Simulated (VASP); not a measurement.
# A VASP 6.6.1 single-point calculation on AgCl

INCAR

```
LASPH = .TRUE.
ENCUT = 520
EDIFF = 1E-7
SIGMA = 0.5
PREC = Medium
LREAL = .FALSE.
NSW = 0
ISIF = 2
NBANDS = 16
ALGO = Normal
IBRION = -1
LCHARG = .FALSE.
NELM = 53
GGA = PE
LWAVE = .FALSE.
ISMEAR = -5
```

KPOINTS

```
KPOINTS created by Atomic Simulation Environment
0
Gamma
8 8 8
0 0 0
```

POSCAR

```
Ag Cl
 1.0000000000000000
     0.0000000000000000    2.7731838141999998    2.7731838141999998
     2.8638669248999999    0.0000000000000000    2.7731838141999998
     2.8638669248999999    2.7731838141999998    0.0000000000000000
 Ag  Cl
   1   1
Cartesian
  0.0000000000000000  0.0000000000000000  0.0000000000000000
  2.8638669248999999  2.7731838141999994  2.7731838141999994
```

The recommended PBE PAW datasets give the neutral cell 18 valence electrons.

Command

```
mpirun -np 1 vasp_std
```

OSZICAR

```
N       E                     dE             d eps       ncg     rms          rms(c)
DAV:   1     0.102200415383E+03    0.10220E+03   -0.86922E+03  1904   0.102E+03
DAV:   2    -0.174316727691E+01   -0.10394E+03   -0.96413E+02  2344   0.221E+02
DAV:   3    -0.556233905897E+01   -0.38192E+01   -0.38102E+01  2384   0.449E+01
DAV:   4    -0.558992304374E+01   -0.27584E-01   -0.27581E-01  2352   0.412E+00
DAV:   5    -0.559030800011E+01   -0.38496E-03   -0.38495E-03  2392   0.479E-01    0.566E+00
DAV:   6    -0.540441544736E+01    0.18589E+00   -0.25402E-01  2456   0.645E+00    0.369E+00
DAV:   7    -0.540035794170E+01    0.40575E-02   -0.96240E-02  2272   0.207E+00    0.191E+00
DAV:   8    -0.539971268959E+01    0.64525E-03   -0.49536E-03  2296   0.720E-01    0.296E-01
DAV:   9    -0.539979302797E+01   -0.80338E-04   -0.49679E-04  2424   0.289E-01    0.425E-02
DAV:  10    -0.539986667894E+01   -0.73651E-04   -0.11175E-04  2288   0.921E-02    0.332E-02
DAV:  11    -0.539987117530E+01   -0.44964E-05   -0.48912E-06  2448   0.154E-02    0.342E-03
DAV:  12    -0.539987119303E+01   -0.17730E-07   -0.29270E-07  2216   0.474E-03
   1 F= -.53998712E+01 E0= -.53998712E+01  d E =0.000000E+00
```

From OUTCAR

```
k-points           NKPTS =     59   k-points in BZ     NKDIM =     59   number of bands    NBANDS=     16

   NELECT =      18.0000    total number of electrons

   dimension x,y,z NGX =    24 NGY =   24 NGZ =   24
   dimension x,y,z NGXF=    28 NGYF=   28 NGZF=   28

  energy-cutoff  :      520.00
  volume of cell :       44.05
      direct lattice vectors                 reciprocal lattice vectors
     0.000000000  2.773183814  2.773183814    -0.174589118  0.180298182  0.180298182
     2.863866925  0.000000000  2.773183814     0.174589118 -0.180298182  0.180298182
     2.863866925  2.773183814  0.000000000     0.174589118  0.180298182 -0.180298182

 k-points in reciprocal lattice and weights: KPOINTS created by Atomic Simulation Env
   0.00000000  0.00000000  0.00000000       0.002
   0.12500000 -0.00000000 -0.00000000       0.016
   0.25000000 -0.00000000 -0.00000000       0.016
   0.37500000 -0.00000000 -0.00000000       0.016
   0.50000000 -0.00000000 -0.00000000       0.008
   0.12500000  0.12500000  0.00000000       0.008
   0.25000000  0.12500000 -0.00000000       0.031
   0.37500000  0.12500000 -0.00000000       0.031
   ...

 E-fermi :   3.5774

 k-point     1 :       0.0000    0.0000    0.0000
  band No.  band energies     occupation
      1     -11.5250      2.00000
      2       1.0507      2.00000
      3       1.1219      2.00000
      4       1.1219      2.00000
      5       1.1339      2.00000
      6       1.1392      2.00000
      7       1.1889      2.00000
      8       1.1889      2.00000
      9       1.2872      2.00000
     10       4.3423      0.00000
     11      14.2257      0.00000
     12      14.3237      0.00000
     13      14.3237      0.00000
     14      15.8545      0.00000
     15      16.0770      0.00000
     16      16.8031      0.00000

 k-point     2 :       0.1250   -0.0000   -0.0000
  band No.  band energies     occupation
      1     -11.4701      2.00000
      2       0.4068      2.00000
      3       0.4479      2.00000
      4       0.5313      2.00000
      5       1.1324      2.00000
      6       1.1660      2.00000
      7       1.3710      2.00000
      8       1.9327      2.00000
      9       1.9502      2.00000
     10       5.0346      0.00000
     11      12.9100      0.00000
     12      13.8054      0.00000
     13      14.0579      0.00000
     14      15.2619      0.00000
     15      15.5142      0.00000
     16      16.1299      0.00000

 k-point     3 :       0.2500   -0.0000   -0.0000
  band No.  band energies     occupation
      1     -11.3324      2.00000
      2      -0.5642      2.00000
      3      -0.1118      2.00000
      4      -0.0183      2.00000
      5       1.2579      2.00000
      6       1.2726      2.00000
      7       1.5124      2.00000
      8       2.6164      2.00000
      9       2.7081      2.00000
     10       6.3295      0.00000
     11      11.2195      0.00000
     12      12.4678      0.00000
     13      12.8066      0.00000
     14      15.6236      0.00000
     15      15.6800      0.00000
     16      16.0028      0.00000

 ...

  Total       -0.0705012      0.0712195      0.0712195      0.0000000      0.0000000      0.0000000
  in kB       -2.5642896      2.5904136      2.5904136      0.0000000      0.0000000      0.0000000
  external PRESSURE =       0.8721792 kB  Pullay stress =       0.0000000 kB

 POSITION                                       TOTAL-FORCE (eV/Angst)
 -----------------------------------------------------------------------------------
      0.00000      0.00000      0.00000         0.000000      0.000000      0.000000
      2.86387      2.77318      2.77318        -0.000000      0.000000     -0.000000
 -----------------------------------------------------------------------------------
    total drift:                               -0.000000      0.000000     -0.000000

  FREE ENERGIE OF THE ION-ELECTRON SYSTEM (eV)
  ---------------------------------------------------
  free  energy   TOTEN  =        -5.3998711930 eV

  energy  without entropy=       -5.3998711930  energy(sigma->0) =       -5.39987119
```

It converged. Results: gap between bands v and c on the k mesh 0.83 eV; least direct gap on the k mesh 3.06 eV; pressure 0.1 GPa. Band v is the last that the valence electrons fill when counted band by band, and c is the next.

For comparison, a separate PBE run of the intended cell, on usual settings and not on those above, gives a gap of 0.83 eV on its mesh and a pressure of 0.1 GPa.

The run above took about 15 s on one core of a shared host (Intel Xeon Platinum 8488C) and held 0.15 GiB at most.
